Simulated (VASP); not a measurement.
CoO:

```xyz
2
Lattice="2.8285 0.0000 0.0000 -1.4142 2.4495 0.0000 0.0000 0.0000 2.7217" Properties=species:S:1:pos:R:3 pbc="T T T"
Co    0.0000    0.0000    1.3609
O     1.4142    0.8165    0.0000
```

The cell was built by a generator and needn't be a form met in nature.

| Property | Result |
| --- | --- |
| Program | VASP 6.6.1 |
| Task | relaxation of cell and atoms |
| Functional | SCAN |
| Potentials or basis | VASP PAW PBE potentials, release 64 (Co, O) |
| Cutoff | 600 eV |
| k mesh | 8 × 8 × 7 |
| Occupations | fermi-dirac, width 0.05 eV |
| Spin | collinear spin, ferromagnetic start |
| Starting moments | [2.0, 0.0] μB |

At the start: pressure -4.3 GPa; volume 9.43 Å³/atom.

Q: Where does the relaxation end?

A: Over 5 steps the energy falls by 2.2 meV/atom and the volume is 9.23 Å³/atom (-2.1 %); space group P-6m2 (No. 187, to 0.05 Å); moment 3.00 μB per cell.

The path:
```csv
step,energy change (eV),largest force (eV/Å),pressure (GPa),volume (Å³)
1,0.0000,0.0001,-4.32,18.86
2,0.0000,0.0001,3.61,18.17
3,-0.0043,0.0001,-0.66,18.53
4,-0.0043,0.0000,-0.04,18.47
5,-0.0044,0.0005,-0.03,18.46
```

Final structure:
```cif
data_structure
_symmetry_space_group_name_H-M 'P 1'
_symmetry_Int_Tables_number 1
_cell_length_a 2.8071
_cell_length_b 2.8071
_cell_length_c 2.7053
_cell_angle_alpha 90.000
_cell_angle_beta 90.000
_cell_angle_gamma 120.000
_cell_volume 18.46
loop_
_atom_site_label
_atom_site_type_symbol
_atom_site_fract_x
_atom_site_fract_y
_atom_site_fract_z
_atom_site_occupancy
Co1 Co 0.00000 0.00000 0.50000 1
O1 O 0.66667 0.33333 0.00000 1
```

Caveat: the PAW data sets were made with another functional, which shifts forces and pressure a little; a cell with one magnetic atom can't hold antiferromagnetic order, which such compounds often take.
